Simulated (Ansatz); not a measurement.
Input of an Ansatz 0.2.0 run:

Contents of input.yaml:

```yaml
crystal:
  lattice:
    - [0.0, 2.8338, 2.8338]
    - [2.8338, 0.0, 2.8338]
    - [2.8338, 2.8338, 0.0]
  atoms:
    - { symbol: Se, position: [0.749229, 0.752418, 0.748792] }
    - { symbol: Zn, position: [-0.009201, -0.008646, 0.007868] }
kpoints:
  mp_grid: { grid: [8, 8, 8] }
scf:
  occupations: { method: fermi_dirac, width: 0.05 }
hamiltonian:
  xc: pbe
  pseudopotentials: { kind: all_electron, lapw: { basis_error: 0.001 } }
output:
  forces: true
  stress: true
  eigenvalues: true
  populations: true
```

Potentials or basis: all-electron LAPW, scalar-relativistic.

Command:

```sh
$ ansatz run input.yaml --threads 1 --pin off --max-ram 3072MiB --backend cpu --events-out ev --progress --plain --runs-dir out
```

(1) What does it give for the Loewdin charges?

(2) Estimate the pressure.

Answers

(1) Se -1.01; Zn +1.22 e.

(2) 2.2 GPa.
